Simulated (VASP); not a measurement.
**MnO: single point with PBE+U**

MnO:

```
Mn O
1.0
     0.00000    2.43651    2.43651
     2.43651    0.00000    2.43651
     2.43651    2.43651    0.00000
Mn O
1 1
Direct
  0.00000 0.00000 0.00000
  0.25000 0.25000 0.25000
```

Measurements of this composition are mostly on another form, of space group No. 225.

- Program: VASP 6.6.1
- Task: single point
- Functional: PBE
- Potentials or basis: VASP PAW PBE potentials, release 64 (Mn_pv, O)
- Cutoff: 520 eV
- k mesh: 7 × 7 × 7
- Occupations: gaussian, width 0.05 eV
- Spin: collinear spin, ferromagnetic start
- Starting moments: [4.0, 0.0] μB
- Fixed moment: 2 μB
- Hubbard terms: Mn d U = 2 eV

- Pressure: -23.9 GPa
- Net moment: 2.00 μB per cell
- Site moments: Mn +2.15; O -0.12 μB
- Valence electrons inside the program's atomic spheres: Mn 11.35; O 4.90

Eigenvalues of the final occupation matrices:
```csv
site,spin,trace,eigenvalues
site 1 d,1,3.57,0.58 0.58 0.58 0.91 0.91
site 1 d,2,1.43,0.07 0.07 0.43 0.43 0.43
```

Run time: 30 s on 1 thread of Intel(R) Xeon(R) Platinum 8259CL CPU @ 2.50GHz (Skylake/Cascade Lake) (shared host), peak memory 0.18 GiB.

Caveat: the moment is held away from its start; the total moment is fixed, so each spin has its own Fermi level; a cell with one magnetic atom can't hold antiferromagnetic order, which such compounds often take. The state reached can hang on the start; a lower one may exist.
